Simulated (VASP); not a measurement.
A run of VASP 6.6.1 is set up as follows.

The input POSCAR:

```
SiNi
1.0
    4.5036940000      0.0000000000      0.0000000000
    0.0000000000      4.5036940000      0.0000000000
    0.0000000000      0.0000000000      4.5036940000
Ni Si
4 4
Direct
    0.1495040000      0.1495040000      0.1495040000
    0.6495040000      0.3504960000      0.8504960000
    0.8504960000      0.6495040000      0.3504960000
    0.3504960000      0.8504960000      0.6495040000
    0.8468300000      0.8468300000      0.8468300000
    0.3468300000      0.6531700000      0.1531700000
    0.1531700000      0.3468300000      0.6531700000
    0.6531700000      0.1531700000      0.3468300000
```

Contents of INCAR.step1:

```
SYSTEM = SiNi
ALGO = Normal
EDIFF = 1E-6
ENCUT = 600
GGA = PE
ISIF = 2
ISMEAR = -1
ISPIN = 2
LASPH = .True.
LCHARG = .True.
LMAXMIX = 4
LORBIT = 11
LREAL = .False.
LWAVE = .False.
MAGMOM = 1 1 1 1 0 0 0 0
NBANDS = 42
NELM = 100
PREC = Accurate
SIGMA = 0.05
```

The input KPOINTS.step1:

```
k-points
0
Gamma
  5 5 5
  0 0 0
```

Contents of INCAR.step2:

```
SYSTEM = SiNi
ALGO = Normal
EDIFF = 1E-6
ENCUT = 600
GGA = PE
ICHARG = 11
ISIF = 2
ISMEAR = 0
ISPIN = 2
LASPH = .True.
LCHARG = .False.
LMAXMIX = 4
LORBIT = 11
LREAL = .False.
LWAVE = .False.
MAGMOM = 1 1 1 1 0 0 0 0
NBANDS = 42
NELM = 100
PREC = Accurate
SIGMA = 0.05
```

The input KPOINTS.step2:

```
path GXMGRX,MR
15
line-mode
reciprocal
 0.0000000000  0.0000000000  0.0000000000  G
 0.0000000000  0.5000000000  0.0000000000  X

 0.0000000000  0.5000000000  0.0000000000  X
 0.5000000000  0.5000000000  0.0000000000  M

 0.5000000000  0.5000000000  0.0000000000  M
 0.0000000000  0.0000000000  0.0000000000  G

 0.0000000000  0.0000000000  0.0000000000  G
 0.5000000000  0.5000000000  0.5000000000  R

 0.5000000000  0.5000000000  0.5000000000  R
 0.0000000000  0.5000000000  0.0000000000  X

 0.5000000000  0.5000000000  0.0000000000  M
 0.5000000000  0.5000000000  0.5000000000  R
```

Potentials or basis: VASP PAW PBE potentials, release 54 (Ni, Si).

Launch:

```bash
$ cat potpaw_PBE.54/Ni/POTCAR potpaw_PBE.54/Si/POTCAR > POTCAR
$ cp INCAR.step1 INCAR
$ cp KPOINTS.step1 KPOINTS
$ mpirun -np 1 vasp_std > vasp.out
$ cp INCAR.step2 INCAR
$ cp KPOINTS.step2 KPOINTS
$ mpirun -np 1 vasp_std > vasp.out
```

**Question.** Predict the net moment.

**Answer.** 0.00 μB per cell.

**Question.** What does it give for the band gap along the path?

**Answer.** None (metal or under the smearing width).

Levels at the corners of the path, in eV from the Fermi level:
Spin up:
```
point  band 24  band 25  band 26  band 27  band 28  band 29  band 30  band 31  band 32  band 33
    Γ    -2.26    -1.63    -1.63    -1.63     0.94     0.94     0.94     1.35     1.35     1.98
    X    -2.14    -2.00    -2.00    -0.64    -0.64    -0.23    -0.23     2.71     2.71     2.86
    X    -2.14    -2.00    -2.00    -0.64    -0.64    -0.23    -0.23     2.71     2.71     2.86
    M    -2.42    -1.54    -1.54    -1.00    -1.00     0.30     0.30     0.84     0.84     3.88
    M    -2.42    -1.54    -1.54    -1.00    -1.00     0.30     0.30     0.84     0.84     3.88
    Γ    -2.26    -1.63    -1.63    -1.63     0.94     0.94     0.94     1.35     1.35     1.98
    Γ    -2.26    -1.63    -1.63    -1.63     0.94     0.94     0.94     1.35     1.35     1.98
    R    -2.65    -1.80    -1.80    -1.80    -1.80     4.14     4.14     4.14     4.14     4.49
    R    -2.65    -1.80    -1.80    -1.80    -1.80     4.14     4.14     4.14     4.14     4.49
    X    -2.14    -2.00    -2.00    -0.64    -0.64    -0.23    -0.23     2.71     2.71     2.86
    M    -2.42    -1.54    -1.54    -1.00    -1.00     0.30     0.30     0.84     0.84     3.88
    R    -2.65    -1.80    -1.80    -1.80    -1.80     4.14     4.14     4.14     4.14     4.49
```
Spin down:
```csv
point,band 24,band 25,band 26,band 27,band 28,band 29,band 30,band 31,band 32,band 33
Γ,-2.26,-1.63,-1.63,-1.63,0.94,0.94,0.94,1.35,1.35,1.98
X,-2.14,-2.00,-2.00,-0.64,-0.64,-0.23,-0.23,2.71,2.71,2.86
X,-2.14,-2.00,-2.00,-0.64,-0.64,-0.23,-0.23,2.71,2.71,2.86
M,-2.42,-1.54,-1.54,-1.00,-1.00,0.30,0.30,0.84,0.84,3.88
M,-2.42,-1.54,-1.54,-1.00,-1.00,0.30,0.30,0.84,0.84,3.88
Γ,-2.26,-1.63,-1.63,-1.63,0.94,0.94,0.94,1.35,1.35,1.98
Γ,-2.26,-1.63,-1.63,-1.63,0.94,0.94,0.94,1.35,1.35,1.98
R,-2.65,-1.80,-1.80,-1.80,-1.80,4.14,4.14,4.14,4.14,4.49
R,-2.65,-1.80,-1.80,-1.80,-1.80,4.14,4.14,4.14,4.14,4.49
X,-2.14,-2.00,-2.00,-0.64,-0.64,-0.23,-0.23,2.71,2.71,2.86
M,-2.42,-1.54,-1.54,-1.00,-1.00,0.30,0.30,0.84,0.84,3.88
R,-2.65,-1.80,-1.80,-1.80,-1.80,4.14,4.14,4.14,4.14,4.49
```

Caveat: the log is that of the step along the path at fixed density, whose energy, stress, charges and moments have no meaning.
